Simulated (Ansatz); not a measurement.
# PbS: a single-point run

The task is a single-point run on PbS. The structure is shown as the input types it. The cell is built on a prototype (CsCl type) and needn't be the phase found in nature.

Computed with Ansatz 0.2.0 (density functional or hybrid calculation with the settings of its input, plane waves (as first typed), unless a step's input says otherwise).

6 further runs of the same task are left out: 1 for a known fault of the program, 5 that didn't finish.

### 1 Starting point

The structure is cubic, space group Pm-3m (No. 221). The conventional cell has a = 3.635 Å, b = 3.635 Å, c = 3.635 Å, α = 90.00°, β = 90.00°, γ = 90.00°. Pb (site symmetry m-3m) is surrounded by 8 S at 3.15 Å. S (site symmetry m-3m) is surrounded by 8 Pb at 3.15 Å.

The input asks for a charge of +0.1 e on the cell.

Coordinates:

```xyz
2
Lattice="3.6351 0.0000 0.0000 0.0000 3.6351 0.0000 0.0000 0.0000 3.6351" Properties=species:S:1:pos:R:3 pbc="T T T"
Pb    0.0000    0.0000    0.0000
S     1.8176    1.8176    1.8176
```

### 2 The calculation

File input.yaml:

```yaml
crystal:
  lattice:
    - [3.6351320337, 0.0, 0.0]
    - [0.0, 3.6351320337, 0.0]
    - [0.0, 0.0, 3.6351320337]
  atoms:
    - { symbol: Pb, position: [0.0, 0.0, 0.0] }
    - { symbol: S, position: [0.5, 0.5, 0.5] }
kpoints:
  mp_grid: { grid: [6, 6, 6] }
hamiltonian:
  xc: r2scan
scf:
  occupations: { method: fermi_dirac, width: 0.02 }
  n_extra_bands: 4
  max_iter: 71
output:
  forces: true
  stress: true
  eigenvalues: true
total_charge: 0.1
```

On the command line:

```sh
$ ansatz run input.yaml --threads 4 --pin off --max-ram 3686MiB --backend cpu --events-out ev --progress --plain --runs-dir out
```

What happens when this is run?

The program finished normally. Convergence says nothing about whether the input makes sense.

In the input, total_charge is 0.1. The typed charge changes the electron count, so this is no longer the system that was meant.

Run again and compare: delete total_charge (the default then holds).
